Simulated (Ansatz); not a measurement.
Input and command of a plane-wave DFT calculation in Ansatz:

```yaml
crystal:
  lattice:
    - [-2.8436826983, 2.8436826983, 1.4955953927]
    - [2.8436826983, -2.8436826983, 1.4955953927]
    - [2.8436826983, 2.8436826983, -1.4955953927]
  atoms:
    - { symbol: Ga, position: [0.25, 0.75, 0.5] }
    - { symbol: Sb, position: [0.0, 0.0, 0.0] }
basis:
  ecutwfc: 420
kpoints:
  mp_grid: { grid: [24, 24, 24] }
hamiltonian:
  xc: pbe
scf:
  occupations: { method: gaussian, width: 0.15 }
output:
  forces: true
  stress: true
  eigenvalues: true
```

```bash
ansatz run input.yaml --threads 1 --pin off --max-ram 2560MiB --backend cpu --events-out ev --progress --plain --runs-dir out
```

Processor: Intel(R) Xeon(R) 6975P-C (Granite Rapids), 1 thread, on a host shared with other jobs.

Q: How long does it run, and how much memory does it take?

A: About 37 s on 1 thread of Intel(R) Xeon(R) 6975P-C (Granite Rapids) (shared host), peak memory 1.2 GiB. It solves 18 bands at 1063 k points (the mesh reduced by the symmetry that the task leaves, which can be less than the crystal's) with about 941 plane waves, in 7 SCF iterations.
